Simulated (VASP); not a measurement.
The system is FeO.

```
Fe O
1.0
     1.51768    0.87623    2.51579
    -1.51768    0.87623    2.51579
     0.00000   -3.50494    5.03159
Fe O
2 2
Direct
  0.00000 0.00000 0.00000
  0.00000 0.00000 0.50000
  0.50000 0.50000 0.25000
  0.50000 0.50000 0.75000
```

Base run:

| Item | Value |
| --- | --- |
| Program | VASP 6.6.1 |
| Functional | r2SCAN |
| Potentials or basis | VASP PAW PBE potentials, release 64 (Fe, O) |
| Cutoff | 520 eV |
| k mesh | 8 × 8 × 4 |
| Occupations | gaussian, width 0.05 eV |
| Spin | collinear spin, antiferromagnetic start |
| Starting moments | [3.0, -3.0, 0.0, 0.0] μB |
| Hubbard terms | Fe d U = 8 eV |

Its results: band gap on the k mesh 3.72 eV; pressure 1.2 GPa; net moment 0.00 μB per cell; site moments Fe +3.93, -3.93; O +0.00 μB.

Problem. The run is repeated on the same cell with these changes: hubbard terms from Fe d U = 8 eV to Fe d U = 2 eV; further incar settings from ALGO = Normal; EDIFF = 1e-07; NBANDS = 26 to ALGO = Normal; EDIFF = 1e-06. What comes out?

Solution. Band gap on the k mesh none (metal or under the smearing width); pressure -3.3 GPa; net moment 0.00 μB per cell; site moments Fe +3.68, -3.68; O +0.00 μB.

Caveats: the PAW data sets were made with another functional, which shifts forces and pressure a little.

A k mesh can miss the band edges.

Not every run made on this cell is shown here.
